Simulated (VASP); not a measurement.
These are r2SCAN meta-GGA, VASP's PBE PAW potentials (set 64) (plane waves; VASP) values and carry that method's errors.

Input for VASP

### INCAR
```
ALGO  =  Normal
EDIFF  =  1E-7
ENCUT  =  480
ISIF  =  2
ISMEAR  =  0
LASPH  =  .TRUE.
LCHARG  =  .FALSE.
LMAXMIX  =  4
LMIXTAU  =  .TRUE.
LREAL  =  .FALSE.
LWAVE  =  .FALSE.
METAGGA  =  R2SCAN
NELM  =  100
PREC  =  Accurate
SIGMA  =  0.05
SYSTEM  =  CsCl
```

POSCAR:
```
CsCl
1
    4.2050257124     0.0000000000     0.0000000000
    0.0000000000     4.2050257124     0.0000000000
    0.0000000000     0.0000000000     4.2050257124
Cs Cl
1 1
Direct
  0.0000000000   0.0000000000   0.0000000000
  0.5000000000   0.5000000000   0.5000000000
```

KPOINTS:
```
Automatic mesh
0
Gamma
6 6 6
0 0 0
```

POTCAR, in this order: Cs_sv Cl (PBE.64 set). Program: vasp_std.

Output of the run:

**OSZICAR**
```
       N       E                     dE             d eps       ncg     rms          rms(c)
DAV:   1     0.651358661506E+02    0.65136E+02   -0.68631E+03   480   0.111E+03
DAV:   2    -0.321343279880E+02   -0.97270E+02   -0.90121E+02   756   0.186E+02
DAV:   3    -0.394948707180E+02   -0.73605E+01   -0.73254E+01   596   0.580E+01
DAV:   4    -0.395771919203E+02   -0.82321E-01   -0.82285E-01   568   0.752E+00
DAV:   5    -0.395783530137E+02   -0.11611E-02   -0.11610E-02   600   0.870E-01    0.235E+00
DAV:   6    -0.360014974865E+02    0.35769E+01   -0.87815E-01   536   0.823E+00    0.272E+00
DAV:   7    -0.348687057355E+02    0.11328E+01   -0.50820E-01   560   0.621E+00    0.668E-01
DAV:   8    -0.358331195412E+02   -0.96441E+00   -0.46229E-01   492   0.626E+00    0.109E+00
DAV:   9    -0.355430191129E+02    0.29010E+00   -0.32868E-01   480   0.730E+00    0.557E-01
DAV:  10    -0.355034884361E+02    0.39531E-01   -0.31374E-01   480   0.604E+00    0.132E-01
DAV:  11    -0.355065072891E+02   -0.30189E-02   -0.17388E-02   512   0.194E+00    0.147E-01
DAV:  12    -0.355079512511E+02   -0.14440E-02   -0.11349E-02   496   0.150E+00    0.149E-01
DAV:  13    -0.355138404176E+02   -0.58892E-02   -0.84637E-03   484   0.126E+00    0.612E-02
DAV:  14    -0.355170627644E+02   -0.32223E-02   -0.14226E-03   528   0.597E-01    0.523E-03
DAV:  15    -0.355170630566E+02   -0.29222E-06   -0.12723E-05   584   0.427E-02    0.325E-03
DAV:  16    -0.355170798942E+02   -0.16838E-04   -0.11774E-05   524   0.465E-02    0.298E-03
DAV:  17    -0.355170758171E+02    0.40771E-05   -0.89317E-06   508   0.334E-02    0.235E-03
DAV:  18    -0.355170810901E+02   -0.52730E-05   -0.59660E-06   496   0.306E-02    0.968E-04
DAV:  19    -0.355170810427E+02    0.47438E-07   -0.12320E-07   436   0.396E-03
   1 F= -.35517081E+02 E0= -.35517081E+02  d E =-.209802E-15
```

File OUTCAR:
```
------------------------ aborting loop because EDIFF is reached ----------------------------------------
  FORCE on cell =-STRESS in cart. coord.  units (eV):
  Direction    XX          YY          ZZ          XY          YZ          ZX
  --------------------------------------------------------------------------------------
  Total       -0.3557948     -0.3557948     -0.3557948      0.0000000     -0.0000000      0.0000000
  in kB       -7.6666259     -7.6666259     -7.6666259      0.0000000     -0.0000000      0.0000000
  external PRESSURE =      -7.6666259 kB  Pullay stress =       0.0000000 kB
  volume of cell :       74.35
      direct lattice vectors                 reciprocal lattice vectors
     4.205025712  0.000000000  0.000000000     0.237810674  0.000000000  0.000000000
     0.000000000  4.205025712  0.000000000     0.000000000  0.237810674  0.000000000
     0.000000000  0.000000000  4.205025712     0.000000000  0.000000000  0.237810674
 POSITION                                       TOTAL-FORCE (eV/Angst)
 -----------------------------------------------------------------------------------
      0.00000      0.00000      0.00000         0.000000      0.000000      0.000000
      2.10251      2.10251      2.10251         0.000000      0.000000      0.000000
 -----------------------------------------------------------------------------------
    total drift:                                0.000000      0.000000     -0.000000
  FREE ENERGIE OF THE ION-ELECTRON SYSTEM (eV)
  ---------------------------------------------------
  free  energy   TOTEN  =       -35.5170810427 eV

  energy  without entropy=      -35.5170810427  energy(sigma->0) =      -35.51708104
```
(Selected blocks of OUTCAR.)

The compound is CsCl in the CsCl type structure. This cell was strained or had an atom moved on purpose.
